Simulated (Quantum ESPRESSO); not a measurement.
**NiO: zone-centre phonons under several settings**

```xyz
2
Lattice="0.0000 2.0859 2.0859 2.0859 0.0000 2.0859 2.0859 2.0859 0.0000" Properties=species:S:1:pos:R:3 pbc="T T T"
Ni    0.0000    0.0000    0.0000
O     2.0859    2.0859    2.0859
```

All runs used Quantum ESPRESSO 7.5; potentials PseudoDojo 0.4.1 SR LDA standard; k mesh 6 × 6 × 6, shifted; collinear spin, ferromagnetic start; cutoff 1333 eV; occupations fermi-dirac, width 0.05 eV.

```csv
level,geometry,volume (Å³/atom),pressure (GPa),lowest optical mode without the field (cm⁻¹)
LDA,"given cell, atoms relaxed",9.08,?,?
LDA,relaxed cell,8.25,0.0,370
```

**Question.** What stands in the row left open?

**Answer.** Pressure -20.3 GPa; lowest optical mode without the field 248 cm⁻¹.

Caveats: all runs use coarse meshes; the mesh is thin for the phonons of a metal; the cell is more than 3 GPa from zero pressure, which shifts response properties (some runs).

For the row left open. Caveat: the k mesh is coarse (spacing up to 0.43 Å⁻¹), so the values aren't converged; the mesh is thin for the phonons of a metal; the cell is more than 3 GPa from zero pressure, which shifts response properties.
